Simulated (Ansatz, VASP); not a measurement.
Ni: VASP beside Ansatz

```
CELL_PARAMETERS angstrom
0.00000 1.73757 1.73757
1.73757 0.00000 1.73757
1.73757 1.73757 0.00000
ATOMIC_POSITIONS crystal
Ni 0.00000 0.00000 0.00000
```

Alike in both runs: task relaxation of cell and atoms; functional PBEsol; dispersion D3(BJ); k mesh 13 × 13 × 13; occupations fermi-dirac, width 0.025 eV; collinear spin; Hubbard terms Ni d U = 6.2 eV.

```csv
,VASP,Ansatz
version,VASP 6.6.1,Ansatz 0.2.0
potentials or method,"VASP PAW PBE potentials, release 64 (Ni)",Ansatz PAW polarizable
plane-wave cutoff (eV),600,420
valence electrons in the cell,10,18
```

Ansatz gave:

```
gap on the k mesh at the Fermi level, each at its own relaxed structure (eV) : none
net moment per atom (μB)                                                     : 0.95
size of the moment on the site where the two differ most (μB)                : 0.94
relaxed volume (Å³/atom)                                                     : 11.81
relaxed cell length with the largest relative difference (Å)                 : 2.562
energy change over the relaxation (meV/atom)                                 : -465
```

Q: Which values does VASP return?

A: gap on the k mesh at the Fermi level, each at its own relaxed structure (eV): none; net moment per atom (μB): 0.63; size of the moment on the site where the two differ most (μB): 0.64; relaxed volume (Å³/atom): 9.14; relaxed cell length with the largest relative difference (Å): 2.347; energy change over the relaxation (meV/atom): -101.

The net moments differ so much that the two runs ended in different magnetic states, which moves the other rows too. Site moments also hang on the region over which each program counts them. The programs project onto different local orbitals, so the same U acts differently. A gap of «none» marks a metal or a gap that the smearing closes. The two sets of potentials don't hold the same shells in valence.

Caveats: pairwise dispersion overbinds metals, which lowers pressure and volume; the U is typed as a test and isn't derived for this compound; the PAW data sets were made with another functional, which shifts forces and pressure a little (VASP); the magnetic or orbital state may not be the lowest (Ansatz); the electronic state changed during the relaxation (Ansatz); the plane-wave basis is chosen anew once the cell has moved, so the energies of steps on either side of that aren't comparable (Ansatz). The state reached can hang on the start; a lower one may exist.
